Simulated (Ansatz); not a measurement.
Ca (hcp type), DFT, PBE, all-electron PAW with datasets made for the crystal, scalar-relativistic (Ansatz 0.2.0), on 1 thread of Arm Neoverse V1 (shared host).

Command: `ansatz run input.yaml --threads 1 --pin off --max-ram 2048MiB --backend cpu --events-out ev --progress --plain --runs-dir out`

```yaml
crystal:
  lattice:
    - [3.5442946187, 0.0, 0.0]
    - [-1.7721473093, 3.0694491783, 0.0]
    - [0.0, 0.0, 5.8525781239]
  atoms:
    - { symbol: Ca, position: [0.3333333333, 0.6666666667, 0.25] }
    - { symbol: Ca, position: [0.6666666667, 0.3333333333, 0.75] }
kpoints:
  mp_grid: { grid: [11, 11, 6] }
scf:
  occupations: { method: fermi_dirac, width: 0.1 }
hamiltonian:
  xc: pbe
  pseudopotentials: { kind: all_electron, datasets: crystal }
output:
  forces: true
  stress: true
  eigenvalues: true
```

Problem. How large is the problem that the program sets up?

Solution. 64 irreducible k-points, 465 plane waves at Γ, 15 bands.

Problem. About how long does it take?

Solution. 8.2 s of wall time for 8 SCF iterations. Times on shared machines scatter by tens of per cent.
